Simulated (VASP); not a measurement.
Here is a VASP 6.6.1 calculation.

Contents of INCAR:

```
PREC = Accurate ; ENCUT = 520
EDIFF = 1E-6 ; ISMEAR = -1
SIGMA = 0.05 ; LREAL = F
LASPH = T ; NELM = 100
ALGO = Normal ; ISIF = 2
LWAVE = F ; LCHARG = F
GGA = RE ; IVDW = 12
NBANDS = 17
```

The input KPOINTS:

```
regular mesh
0
Gamma
  9 9 5
```

The input POSCAR:

```
Pt
1.0
    2.7606656200      0.0000000000      0.0000000000
   -1.3803328100      2.3908065583      0.0000000000
    0.0000000000      0.0000000000      4.7921340000
Pt
2
Direct
    0.3333333333      0.6666666667      0.2500000000
    0.6666666667      0.3333333333      0.7500000000
```

Potentials or basis: VASP PAW PBE potentials, release 64 (Pt).

Command:

```console
$ cat potpaw_PBE.64/Pt/POTCAR > POTCAR
$ mpirun -np 1 vasp_std > vasp.out
```

(1) What does it give for the dispersion energy per atom?

(2) Predict the band gap on the k mesh.

Results:

(1) -1.399 eV.

(2) none (metal or under the smearing width).
